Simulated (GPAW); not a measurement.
Hf:

```
Hf
1.0
     0.00000    2.22000    2.22000
     2.22000    0.00000    2.22000
     2.22000    2.22000    0.00000
Hf
1
Direct
  0.00000 0.00000 0.00000
```

This isn't the form of Hf at room conditions, which is hcp.

| Property | Result |
| --- | --- |
| Program | GPAW 26.7.0 |
| Task | relaxation of cell and atoms |
| Functional | PBEsol |
| Dispersion | D4 |
| Potentials or basis | PAW data sets generated in the run's folder for this functional |
| Cutoff | 600 eV |
| Basis | pw |
| k mesh | 10 × 10 × 10 |
| Occupations | fermi-dirac, width 0.05 eV |
| Spin | no spin polarisation |

At the start: pressure -2.1 GPa; volume 21.88 Å³/atom.

How do energy, volume and symmetry change on relaxing?

Over 3 steps the energy falls by 3.0 meV/atom and the volume is 21.47 Å³/atom (-1.9 %); space group Fm-3m (No. 225, to 0.05 Å).

Step by step:
| step | energy change (eV) | largest force (eV/Å) | pressure (GPa) | volume (Å³) |
| --- | --- | --- | --- | --- |
| 1 | 0.0000 | 0.0000 | -2.10 | 21.88 |
| 2 | -0.0026 | 0.0000 | -0.77 | 21.62 |
| 3 | -0.0030 | 0.0000 | 0.02 | 21.47 |

Final structure:
```yaml
crystal:
  lattice:
    - [0.00000, 2.20581, 2.20581]
    - [2.20581, 0.00000, 2.20581]
    - [2.20581, 2.20581, 0.00000]
  atoms:
    - { symbol: Hf, position: [0.00000, 0.00000, 0.00000] }
```

Caveat: later steps reuse the first step's grids; pairwise dispersion overbinds metals, which lowers pressure and volume.
